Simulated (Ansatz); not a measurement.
**Relaxing AlP**

The calculation used DFT PBE, scalar-relativistic, plane waves, PAW in Ansatz. (420 eV cutoff, 8×8×8 k-mesh, Gaussian smearing of 0.02 eV, no spin polarisation)

What was changed in BP: B → Al on all its sites, cell and atoms relaxed.

Input:

```yaml
crystal:
  lattice:
    - [0.0, 2.7489502972, 2.7489502972]
    - [2.7489502972, 0.0, 2.7489502972]
    - [2.7489502972, 2.7489502972, 0.0]
  atoms:
    - { symbol: Al, position: [0.0, 0.0, 0.0] }
    - { symbol: P, position: [0.25, 0.25, 0.25] }
basis:
  ecutwfc: 420
kpoints:
  mp_grid: { grid: [8, 8, 8] }
hamiltonian:
  xc: pbe
scf:
  occupations: { method: gaussian, width: 0.02 }
output:
  forces: true
  stress: true
  eigenvalues: true
relax:
  adjacent_minimum: "off"
  f_tol: 0.01
  max_steps: 60
  cell: { stress_tol: 0.1 }
```

F is the free energy. Steps run on the plane waves of an earlier cell, but the last one, and at times one on the way, on a freshly chosen basis, so a repeated geometry can differ a little in energy.

Steps:

```csv
step,F − F(1) (eV),largest force component (eV/Å),V (Å³/atom),P (GPa)
1,0.0000,0.000,20.773,0.45
2,-0.0003,0.000,20.857,0.11
3,-0.0003,0.000,20.884,0.00
4,-0.0003,0.000,20.884,0.00
```

Relaxed structure:

```
CELL_PARAMETERS angstrom
0.00000 2.75385 2.75385
2.75385 0.00000 2.75385
2.75385 2.75385 0.00000
ATOMIC_POSITIONS crystal
Al 0.00000 0.00000 0.00000
P 0.25000 0.25000 0.25000
```

The structure is cubic, space group F-43m (No. 216). Conventional cell: a = 5.508 Å, b = 5.508 Å, c = 5.508 Å, α = 90.00°, β = 90.00°, γ = 90.00°. Around Al (site symmetry -43m) lie 4 P at 2.38 Å. P (site symmetry -43m) has 4 Al at 2.38 Å as nearest neighbours.

The run converged. The run took roughly 6 core-seconds.